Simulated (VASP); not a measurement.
**Ge in VASP 6.6.1, single-point calculation**

INCAR

```
PREC = Accurate
ENCUT = 520
IBRION = -1
ISMEAR = -1
GGA = PE
AMIX = 0.2
NSW = 0
ISIF = 2
LASPH = .TRUE.
BMIX = 0.0001
EDIFF = 1E-7
SIGMA = 0.02
NBANDS = 21
NELM = 97
LWAVE = .FALSE.
LREAL = .FALSE.
LCHARG = .FALSE.
```

KPOINTS

```
KPOINTS created by Atomic Simulation Environment
0
Gamma
8 8 8
0 0 0
```

POSCAR

```
Ge
 1.0000000000000000
     0.0593852188000000    2.8962587308000001    2.8962587308000001
     2.8962587308000001    0.0593852188000000    2.8962587308000001
     2.8962587308000001    2.8962587308000001    0.0593852188000000
 Ge
   2
Cartesian
  0.0063870492336079  0.0063870492336079  0.0063870492336079
  1.4565886208663927  1.4565886208663927  1.4565886208663927
```

The recommended PBE PAW datasets give the neutral cell 28 valence electrons.

Command

```
mpirun -np 1 vasp_std
```

OSZICAR

```
N       E                     dE             d eps       ncg     rms          rms(c)
DAV:   1     0.187605766549E+03    0.18761E+03   -0.14481E+04  3001   0.359E+03
DAV:   2     0.186534792019E+02   -0.16895E+03   -0.16377E+03  2740   0.614E+02
DAV:   3    -0.817500421121E+01   -0.26828E+02   -0.26671E+02  3130   0.143E+02
DAV:   4    -0.907575120701E+01   -0.90075E+00   -0.90035E+00  3065   0.306E+01
DAV:   5    -0.909101184876E+01   -0.15261E-01   -0.15260E-01  3100   0.437E+00    0.303E+00
DAV:   6    -0.905744273802E+01    0.33569E-01   -0.10567E-02  3075   0.903E-01    0.238E+00
DAV:   7    -0.901366215711E+01    0.43781E-01   -0.77471E-02  2905   0.267E+00    0.213E-01
DAV:   8    -0.901401314139E+01   -0.35098E-03   -0.72998E-03  3065   0.792E-01    0.108E-01
DAV:   9    -0.901400491235E+01    0.82290E-05   -0.37755E-04  3057   0.169E-01    0.338E-02
DAV:  10    -0.901401421198E+01   -0.92996E-05   -0.35801E-05  3184   0.608E-02    0.207E-02
DAV:  11    -0.901401993619E+01   -0.57242E-05   -0.13670E-05  3093   0.215E-02    0.482E-03
DAV:  12    -0.901402073957E+01   -0.80338E-06   -0.18787E-06  3253   0.156E-02    0.473E-03
DAV:  13    -0.901402129161E+01   -0.55204E-06   -0.99466E-07  2470   0.915E-03    0.119E-03
DAV:  14    -0.901402119499E+01    0.96612E-07   -0.61191E-08  2118   0.428E-03
   1 F= -.90140212E+01 E0= -.90139423E+01  d E =-.157700E-03
```

Standard output (part)

```
POSCAR found type information on POSCAR Ge
 POSCAR found :  1 types and       2 ions
 LDA part: xc-table for (Slater+PW92), standard interpolation
 POSCAR, INCAR and KPOINTS ok, starting setup
 WAVECAR not read
 entering main loop
```

From OUTCAR

```
k-points           NKPTS =     65   k-points in BZ     NKDIM =     65   number of bands    NBANDS=     21

   NELECT =      28.0000    total number of electrons

   dimension x,y,z NGX =    30 NGY =   30 NGZ =   30
   dimension x,y,z NGXF=    60 NGYF=   60 NGZF=   60

  energy-cutoff  :      520.00
  volume of cell :       47.10
      direct lattice vectors                 reciprocal lattice vectors
     0.059385219  2.896258731  2.896258731    -0.178038960  0.174461776  0.174461776
     2.896258731  0.059385219  2.896258731     0.174461776 -0.178038960  0.174461776
     2.896258731  2.896258731  0.059385219     0.174461776  0.174461776 -0.178038960

 k-points in reciprocal lattice and weights: KPOINTS created by Atomic Simulation Env
   0.00000000  0.00000000  0.00000000       0.002
   0.12500000  0.00000000  0.00000000       0.012
   0.25000000  0.00000000  0.00000000       0.012
   0.37500000  0.00000000  0.00000000       0.012
   0.50000000  0.00000000  0.00000000       0.006
   0.12500000  0.12500000  0.00000000       0.012
   0.25000000  0.12500000  0.00000000       0.023
   0.37500000  0.12500000  0.00000000       0.023
   ...

 E-fermi :   4.5680

 k-point     1 :       0.0000    0.0000    0.0000
  band No.  band energies     occupation
      1     -20.1515      2.00000
      2     -20.1515      2.00000
      3     -20.1291      2.00000
      4     -20.1108      2.00000
      5     -20.1108      2.00000
      6     -19.9379      2.00000
      7     -19.9120      2.00000
      8     -19.9120      2.00000
      9     -19.9102      2.00000
     10     -19.9102      2.00000
     11      -7.8601      2.00000
     12       4.2559      2.00000
     13       4.4665      1.98760
     14       4.6945      0.00357
     15       4.6945      0.00357
     16       6.9946      0.00000
     17       7.2634      0.00000
     18       7.2634      0.00000
     19      10.9665      0.00000
     20      14.0019      0.00000
     21      14.0019      0.00000

 k-point     2 :       0.1250    0.0000    0.0000
  band No.  band energies     occupation
      1     -20.1572      2.00000
      2     -20.1504      2.00000
      3     -20.1373      2.00000
      4     -20.1009      2.00000
      5     -20.0987      2.00000
      6     -19.9426      2.00000
      7     -19.9287      2.00000
      8     -19.9182      2.00000
      9     -19.9035      2.00000
     10     -19.8962      2.00000
     11      -7.6736      2.00000
     12       2.2514      2.00000
     13       4.1752      2.00000
     14       4.3584      1.99994
     15       5.4050      0.00000
     16       7.4426      0.00000
     17       7.6965      0.00000
     18       8.0832      0.00000
     19      11.9026      0.00000
     20      13.0496      0.00000
     21      13.1910      0.00000

 ...

  Total        0.2583831      0.2583831      0.2583831     -0.3511238     -0.3511238     -0.3511238
  in kB        8.7901779      8.7901779      8.7901779    -11.9452103    -11.9452103    -11.9452103
  external PRESSURE =       8.7901779 kB  Pullay stress =       0.0000000 kB

 POSITION                                       TOTAL-FORCE (eV/Angst)
 -----------------------------------------------------------------------------------
      0.00639      0.00639      0.00639         0.025521      0.025521      0.025521
      1.45659      1.45659      1.45659        -0.025521     -0.025521     -0.025521
 -----------------------------------------------------------------------------------
    total drift:                                0.000000      0.000000      0.000000

  FREE ENERGIE OF THE ION-ELECTRON SYSTEM (eV)
  ---------------------------------------------------
  free  energy   TOTEN  =        -9.0140211950 eV

  energy  without entropy=       -9.0138634955  energy(sigma->0) =       -9.01394235
```

It converged. Results: gap between bands v and c on the k mesh -0.11 eV (bands overlap: a metal); least direct gap on the k mesh 0.00 eV; pressure 0.9 GPa; largest force 0.04 eV/Å. Band v is the last that the valence electrons fill when counted band by band, and c is the next.

For comparison, a separate PBE run of the intended cell, on usual settings and not on those above, gives a gap of -0.11 eV on its mesh and a pressure of 0.9 GPa.

The run above took about 59 s on one core of a shared host (Intel Xeon Platinum 8488C) and held 0.2 GiB at most.
